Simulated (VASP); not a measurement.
# InP (F-43m) in VASP: further runs

Aim: see how the results for InP move with the level of theory and the settings. Levels: r2SCAN, PBE. Tasks: single point.

Program: VASP 6.6.1. These are calculated values, not measurements. Logs are shortened: lines on timing, memory, paths and dates and some standing lists are left out, and cuts for length are marked.

**The experiment to reproduce.**

A printed reference work, data compilation reports, for a bulk crystal of InP at 1.6 K: band gap 1.4236 eV (direct).

The runs below are set against these values where they give the same quantity.

## (1) The cell of the first run

The structure is cubic, space group F-43m (No. 216). Conventional cell: a = 5.908 Å, b = 5.908 Å, c = 5.908 Å, α = 90.00°, β = 90.00°, γ = 90.00°. In (site symmetry -43m) has 4 P at 2.56 Å within 3.4 Å. P (site symmetry -43m) has 4 In at 2.56 Å within 3.4 Å.

## (2) Single point, r2SCAN

POSCAR

```
InP
1.0
    0.0000000000      2.9538133482      2.9538133482
    2.9538133482      0.0000000000      2.9538133482
    2.9538133482      2.9538133482      0.0000000000
In P
1 1
Direct
    0.0000000000      0.0000000000      0.0000000000
    0.2500000000      0.2500000000      0.2500000000
```

INCAR.step1

```
SYSTEM = InP
PREC = Accurate
ENCUT = 520
ISMEAR = 0
SIGMA = 0.01
LREAL = .FALSE.
LASPH = .TRUE.
NELM = 60
NBANDS = 16
GGA = PE
ALGO = Normal
EDIFF = 1E-4
LWAVE = .TRUE.
LCHARG = .FALSE.
```

INCAR.step2

```
SYSTEM = InP
PREC = Accurate
ENCUT = 520
EDIFF = 1E-6
ISMEAR = 0
SIGMA = 0.01
LREAL = .FALSE.
LASPH = .TRUE.
NELM = 60
ALGO = Normal
ISIF = 2
LWAVE = .FALSE.
LCHARG = .FALSE.
METAGGA = R2SCAN
LMIXTAU = .TRUE.
NBANDS = 16
ISTART = 1
```

KPOINTS

```
regular mesh
0
G
  6 6 6
  0 0 0
```

Potentials or basis: VASP PAW PBE potentials, release 64 (In_d, P).

Command:

```console
> cat potpaw_PBE.64/In_d/POTCAR potpaw_PBE.64/P/POTCAR > POTCAR
> cp INCAR.step1 INCAR
> mpirun -np 1 vasp_std > vasp.out
> cp INCAR.step2 INCAR
> mpirun -np 1 vasp_std > vasp.out
```

OUTCAR:

```text
SYSTEM = InP
   PREC = Accurate
   ENCUT = 520
   EDIFF = 1E-6
   ISMEAR = 0
   LREAL = .FALSE.
   LASPH = .TRUE.
   NELM = 60
   ISIF = 2
   METAGGA = R2SCAN
   ISTART = 1

 ion  position               nearest neighbor table
   1  0.000  0.000  0.000-   2 2.56   2 2.56   2 2.56   2 2.56
   2  0.250  0.250  0.250-   1 2.56   1 2.56   1 2.56   1 2.56

  LATTYP: Found a face centered cubic cell.
 ALAT       =     5.9076266964

  Lattice vectors:

 A1 = (   0.0000000000,   2.9538133482,   2.9538133482)
 A2 = (   2.9538133482,   0.0000000000,   2.9538133482)
 A3 = (   2.9538133482,   2.9538133482,   0.0000000000)

Analysis of symmetry for initial positions (statically):
=====================================================================
 Subroutine PRICEL returns:
 Original cell was already a primitive cell.

 Routine SETGRP: Setting up the symmetry group for a
 face centered cubic supercell.

 Subroutine GETGRP returns: Found 24 space group operations
 (whereof 24 operations were pure point group operations)
 out of a pool of 48 trial point group operations.

The static configuration has the point symmetry T_d .

Analysis of symmetry for dynamics (positions and initial velocities):
=====================================================================
 Subroutine PRICEL returns:
 Original cell was already a primitive cell.

 Routine SETGRP: Setting up the symmetry group for a
 face centered cubic supercell.

 Subroutine GETGRP returns: Found 24 space group operations
 (whereof 24 operations were pure point group operations)
 out of a pool of 48 trial point group operations.

The dynamic configuration has the point symmetry T_d .

 Subroutine INISYM returns: Found 24 space group operations
 (whereof 24 operations are pure point group operations),
 and found     1 'primitive' translations

----------------------------------------------------------------------------------------

                                     Primitive cell

  volume of cell :      51.5441

  direct lattice vectors                    reciprocal lattice vectors
     0.000000000  2.953813348  2.953813348    -0.169272713  0.169272713  0.169272713
     2.953813348  0.000000000  2.953813348     0.169272713 -0.169272713  0.169272713
     2.953813348  2.953813348  0.000000000     0.169272713  0.169272713 -0.169272713

  length of vectors
     4.177322898  4.177322898  4.177322898     0.293188940  0.293188940  0.293188940

  position of ions in fractional coordinates (direct lattice)
     0.000000000  0.000000000  0.000000000
     0.250000000  0.250000000  0.250000000

  ion indices of the primitive-cell ions
   primitive index   ion index
                 1           1
                 2           2

----------------------------------------------------------------------------------------

 KPOINTS: regular mesh

Automatic generation of k-mesh.
 Grid dimensions read from file:
 generate k-points for:    6    6    6

 Generating k-lattice:

  Cartesian coordinates                     Fractional coordinates (reciprocal lattice)
    -0.028212119  0.028212119  0.028212119     0.166666667  0.000000000  0.000000000
     0.028212119 -0.028212119  0.028212119     0.000000000  0.166666667  0.000000000
     0.028212119  0.028212119 -0.028212119     0.000000000  0.000000000  0.166666667

  Length of vectors
     0.048864823  0.048864823  0.048864823

  Shift w.r.t. Gamma in fractional coordinates (k-lattice)
     0.000000000  0.000000000  0.000000000

 Subroutine IBZKPT returns following result:
 ===========================================

 Found     16 irreducible k-points:

 Following reciprocal coordinates:
            Coordinates               Weight
  0.000000  0.000000  0.000000      1.000000
  0.166667  0.000000  0.000000      8.000000
  0.333333  0.000000  0.000000      8.000000
  0.500000  0.000000  0.000000      4.000000
  0.166667  0.166667  0.000000      6.000000
  0.333333  0.166667  0.000000     24.000000
[... 8 lines left out ...]
 -0.333333  0.333333  0.166667     24.000000
 -0.333333  0.500000  0.166667     12.000000
   k-points           NKPTS =     16   k-points in BZ     NKDIM =     16   number of bands    NBANDS=     16
   number of dos      NEDOS =    301   number of ions     NIONS =      2
   total plane-waves  NPLWV =  32768
   dimension x,y,z NGX =    32 NGY =   32 NGZ =   32
   dimension x,y,z NGXF=    64 NGYF=   64 NGZF=   64
   ions per type =               1   1
   NGX,Y,Z   is equivalent  to a cutoff of  12.74, 12.74, 12.74 a.u.
   NGXF,Y,Z  is equivalent  to a cutoff of  25.47, 25.47, 25.47 a.u.
 SYSTEM =  InP
   PREC   = accura    normal or accurate (medium, high low for compatibility)
   ISTART =      1    job   : 0-new  1-cont  2-samecut
   ICHARG =      0    charge: 1-file 2-atom 10-const
   ISPIN  =      1    spin polarized calculation?
   LNONCOLLINEAR =      F non collinear calculations
   LSORBIT =      F    spin-orbit coupling
   LASPH  =      T    aspherical Exc in radial PAW
   ENCUT  =  520.0 eV  38.22 Ry    6.18 a.u.   7.77  7.77  7.77*2*pi/ulx,y,z
   NELM   =     60;   NELMIN=  2; NELMDL=  0     # of ELM steps
   EDIFF  = 0.1E-05   stopping-criterion for ELM
   LREAL  =      F    real-space projection
   EDIFFG = 0.1E-04   stopping-criterion for IOM
   NSW    =      0    number of steps for IOM
   IBRION =     -1    ionic relax: 0-MD 1-quasi-New 2-CG
   NFREE  =      0    steps in history (QN), initial steepest desc. (CG)
   ISIF   =      2    stress and relaxation
   ISYM   =      2    0-nonsym 1-usesym 2-fastsym
   POTIM  = 0.5000    time-step for ionic-motion
   TEBEG  =    0.0;   TEEND  =   0.0 temperature during run
   PSTRESS=    0.0 pullay stress
   NELECT =      18.0000    total number of electrons
   NUPDOWN=      -1.0000    fix difference up-down
   EMIN   =  10.00;   EMAX   =-10.00  energy-range for DOS
   EFERMI =   0.00;   METHOD = LEGACY
   ISMEAR =     0;   SIGMA  =   0.01  broadening in eV -4-tet -1-fermi 0-gaus
   EFERMI_NEDOS =   21; number of points for ismear=-14 and -15
   IALGO  =     38    algorithm
   IMIX   =      4    mixing-type and parameters
     AMIX     =   0.40;   BMIX     =  1.00
     AMIX_MAG =   1.60;   BMIX_MAG =  1.00
  volume/ion in A,a.u.               =      25.77       173.92
  Fermi-wavevector in a.u.,A,eV,Ry     =   1.152850  2.178570 18.082986  1.329062
  Thomas-Fermi vector in A             =   2.289498
   LORBIT       =      0    0 simple, 1 ext, 2 COOP (PROOUT), +10 PAW based schemes
   METAGGA = R2SCAN    functional components
   LHFCALC =     F    Hartree Fock is set to
   AEXX    =    0.0000 exact exchange contribution
   IVDW    =     0    specifies the selected vdW correction
   LEPSILON=     F    determine dielectric tensor
   LRPA    =     F    only Hartree local field effects (RPA)
 non-spin polarized calculation
 Gauss-broadening in eV      SIGMA  =   0.01
  energy-cutoff  :      520.00
  volume of cell :       51.54
 maximum number of plane-waves:      1411
   NGX = 15   NGY = 15   NGZ = 15

 number of electron      18.0000009 magnetization

 Free energy of the ion-electron system (eV)
  ---------------------------------------------------
  ext. energy  EPLUGINS =         0.00000000
  ---------------------------------------------------
  free energy    TOTEN  =       -32.28840166 eV

  energy without entropy =      -32.28840166  energy(sigma->0) =      -32.28840166

 E-fermi :   4.8278     XC(G=0):  -9.7688

 val. band max:        4.7584937171   @ k =   0.0000   0.0000   0.0000
 cond. band min:       5.7870641133   @ k =   0.0000   0.0000   0.0000
 fundamental gap:      1.0285703962
 Fermi energy:         4.8277615464

 k-point     1 :       0.0000    0.0000    0.0000
  band No.  band energies     occupation
      1      -9.8592      2.00000
      2      -9.8592      2.00000
      3      -9.8592      2.00000
      4      -9.6928      2.00000
      5      -9.6928      2.00000
      6      -7.0765      2.00000
[... 8 lines left out ...]
     15      14.6399      0.00000
     16      14.6399      0.00000

 k-point     2 :       0.1667    0.0000    0.0000
  band No.  band energies     occupation
      1      -9.8921      2.00000
      2      -9.8466      2.00000
      3      -9.8466      2.00000
      4      -9.6922      2.00000
      5      -9.6922      2.00000
      6      -6.7584      2.00000
[... 8 lines left out ...]
     15      13.8042      0.00000
     16      14.6949      0.00000

 k-point     3 :       0.3333    0.0000    0.0000
  band No.  band energies     occupation
      1      -9.9529      2.00000
      2      -9.8260      2.00000
      3      -9.8260      2.00000
      4      -9.6864      2.00000
      5      -9.6864      2.00000
      6      -5.9450      2.00000
[... 8 lines left out ...]
     15      14.3166      0.00000
     16      14.3166      0.00000

 k-point     4 :       0.5000    0.0000    0.0000
  band No.  band energies     occupation
      1      -9.9812      2.00000
      2      -9.8184      2.00000
      3      -9.8184      2.00000
      4      -9.6806      2.00000
      5      -9.6806      2.00000
      6      -5.3503      2.00000
[... 8 lines left out ...]
     15      15.9328      0.00000
     16      15.9328      0.00000
[... 172 lines left out ...]
 k-point    14 :       0.5000    0.3333    0.1667
  band No.  band energies     occupation
      1      -9.9961      2.00000
      2      -9.8031      2.00000
      3      -9.7858      2.00000
      4      -9.7115      2.00000
      5      -9.6748      2.00000
      6      -5.3154      2.00000
[... 8 lines left out ...]
     15      16.3962      0.00000
     16      17.0755      0.00000

 k-point    15 :      -0.3333    0.3333    0.1667
  band No.  band energies     occupation
      1     -10.0069      2.00000
      2      -9.8027      2.00000
      3      -9.7746      2.00000
      4      -9.7065      2.00000
      5      -9.6794      2.00000
      6      -4.8449      2.00000
[... 8 lines left out ...]
     15      16.4115      0.00000
     16      16.8848      0.00000

 k-point    16 :      -0.3333    0.5000    0.1667
  band No.  band energies     occupation
      1     -10.0262      2.00000
      2      -9.7855      2.00000
      3      -9.7601      2.00000
      4      -9.7217      2.00000
      5      -9.6709      2.00000
      6      -4.6441      2.00000
[... 8 lines left out ...]
     15      16.5471      0.00000
     16      17.3015      0.00000

------------------------ aborting loop because EDIFF is reached ----------------------------------------

  FORCE on cell =-STRESS in cart. coord.  units (eV):
  Direction    XX          YY          ZZ          XY          YZ          ZX
  --------------------------------------------------------------------------------------
  -------------------------------------------------------------------------------------
  Total       -0.0404189     -0.0404189     -0.0404189      0.0000000     -0.0000000      0.0000000
  in kB       -1.2563654     -1.2563654     -1.2563654      0.0000000     -0.0000000      0.0000000
  external PRESSURE =      -1.2563654 kB  Pullay stress =       0.0000000 kB

 VOLUME and BASIS-vectors are now :
 -----------------------------------------------------------------------------
  energy-cutoff  :      520.00
  volume of cell :       51.54
      direct lattice vectors                 reciprocal lattice vectors
     0.000000000  2.953813348  2.953813348    -0.169272713  0.169272713  0.169272713
     2.953813348  0.000000000  2.953813348     0.169272713 -0.169272713  0.169272713
     2.953813348  2.953813348  0.000000000     0.169272713  0.169272713 -0.169272713

 POSITION                                       TOTAL-FORCE (eV/Angst)
 -----------------------------------------------------------------------------------
      0.00000      0.00000      0.00000         0.000000     -0.000000     -0.000000
      1.47691      1.47691      1.47691        -0.000000      0.000000      0.000000
 -----------------------------------------------------------------------------------
    total drift:                               -0.000002     -0.000002     -0.000002

  FREE ENERGIE OF THE ION-ELECTRON SYSTEM (eV)
  ---------------------------------------------------
  free  energy   TOTEN  =       -32.2884016612 eV

  energy  without entropy=      -32.2884016612  energy(sigma->0) =      -32.28840166
```

It used 39 s of CPU time on 1 thread of AMD EPYC 7R13 Processor (Zen 3), on a shared host.

Results:

| Item | Value |
| --- | --- |
| Free energy | -32.2884 eV |
| Pressure | -0.1 GPa |
| Band gap on the k mesh | 1.03 eV, direct |

Caveat: the PAW data sets were made with another functional, which shifts forces and pressure a little; spin-orbit coupling is left out, which moves the levels of the heavy elements.

## (3) Single point, r2SCAN (volume changed by +3%)

POSCAR

```
InP
1.0
    0.0000000000      2.9830609271      2.9830609271
    2.9830609271      0.0000000000      2.9830609271
    2.9830609271      2.9830609271      0.0000000000
In P
1 1
Direct
    0.0000000000      0.0000000000      0.0000000000
    0.2500000000      0.2500000000      0.2500000000
```

INCAR.step1

```
ALGO = Normal ; EDIFF = 1E-4
ENCUT = 520 ; GGA = PE
ISMEAR = 0 ; LASPH = True
LCHARG = False ; LREAL = False
LWAVE = True ; NBANDS = 16
NELM = 80 ; PREC = Accurate
SIGMA = 0.01
```

INCAR.step2

```
ALGO = Normal ; EDIFF = 1E-7
ENCUT = 520 ; ISIF = 2
ISMEAR = 0 ; ISTART = 1
LASPH = True ; LCHARG = False
LMIXTAU = True ; LREAL = False
LWAVE = False ; METAGGA = R2SCAN
NBANDS = 16 ; NELM = 80
PREC = Accurate ; SIGMA = 0.01
```

KPOINTS

```
k-points
0
Gamma
  6 6 6
```

Potentials or basis: VASP PAW PBE potentials, release 64 (In_d, P).

Command:

```console
> cat potpaw_PBE.64/In_d/POTCAR potpaw_PBE.64/P/POTCAR > POTCAR
> cp INCAR.step1 INCAR
> mpirun -np 1 vasp_std > vasp.out
> cp INCAR.step2 INCAR
> mpirun -np 1 vasp_std > vasp.out
```

It took 65 s on 1 thread of AMD EPYC 7R13 (Zen 3), shared host; peak memory 0.15 GiB.

It converged, with:

```
Free energy            : -32.2783 eV
Pressure               : -2.0 GPa
Band gap on the k mesh : 0.85 eV, direct
```

Levels at points of the mesh, in eV from the valence-band top:
```
           k point  band 6  band 7  band 8  band 9  band 10  band 11  band 12  band 13
(0.00, 0.00, 0.00)  -11.64    0.00    0.00    0.00     0.85     4.43     4.43     4.43
(0.50, 0.00, 0.00)  -10.01   -5.60   -0.93   -0.93     1.72     5.15     5.15     7.42
(0.50, 0.50, 0.00)   -9.39   -5.65   -2.23   -2.23     2.09     2.54     9.53     9.94
```

Caveat: the PAW data sets were made with another functional, which shifts forces and pressure a little; spin-orbit coupling is left out, which moves the levels of the heavy elements.

## (4) Single point, r2SCAN (volume changed by +6%)

POSCAR

```
InP
1.0
    0.0000000000      3.0117459649      3.0117459649
    3.0117459649      0.0000000000      3.0117459649
    3.0117459649      3.0117459649      0.0000000000
In P
1 1
Direct
    0.0000000000      0.0000000000      0.0000000000
    0.2500000000      0.2500000000      0.2500000000
```

INCAR.step1

```
PREC = Accurate
ENCUT = 520
ISMEAR = 0
SIGMA = 0.01
LREAL = F
LASPH = T
NELM = 100
NBANDS = 16
GGA = PE
ALGO = Normal
EDIFF = 1E-4
LWAVE = T
LCHARG = F
```

INCAR.step2

```
PREC = Accurate
ENCUT = 520
EDIFF = 1E-6
ISMEAR = 0
SIGMA = 0.01
LREAL = F
LASPH = T
NELM = 100
ALGO = Normal
ISIF = 2
LWAVE = F
LCHARG = T
METAGGA = R2SCAN
LMIXTAU = T
LELF = T
LVHAR = T
NBANDS = 16
ISTART = 1
```

KPOINTS

```
regular mesh
0
Gamma
  6 6 6
```

Command:

```console
> cat potpaw_PBE.64/In_d/POTCAR potpaw_PBE.64/P/POTCAR > POTCAR
> cp INCAR.step1 INCAR
> mpirun -np 1 vasp_std > vasp.out
> cp INCAR.step2 INCAR
> mpirun -np 1 vasp_std > vasp.out
```

Run time: 56 s. Hardware: 1 thread of AMD EPYC 7R13 (Zen 3), shared host; peak memory 0.16 GiB.

Results (log left out):

```
Free energy            : -32.2515 eV
Pressure               : -3.6 GPa
Band gap on the k mesh : 0.69 eV, direct
```

Levels at points of the mesh, in eV from the valence-band top:
| k point | band 5 | band 6 | band 7 | band 8 | band 9 | band 10 | band 11 | band 12 | band 13 | band 14 |
| --- | --- | --- | --- | --- | --- | --- | --- | --- | --- | --- |
| (0.00, 0.00, 0.00) | -14.39 | -11.45 | 0.00 | 0.00 | 0.00 | 0.69 | 4.42 | 4.42 | 4.42 | 8.69 |
| (0.50, 0.00, 0.00) | -14.38 | -9.91 | -5.46 | -0.89 | -0.89 | 1.64 | 5.14 | 5.14 | 7.34 | 9.68 |
| (0.50, 0.50, 0.00) | -14.36 | -9.33 | -5.53 | -2.14 | -2.14 | 2.13 | 2.52 | 9.34 | 9.73 | 9.73 |

Caveat: the PAW data sets were made with another functional, which shifts forces and pressure a little; spin-orbit coupling is left out, which moves the levels of the heavy elements.

[end of part 1 of 2]
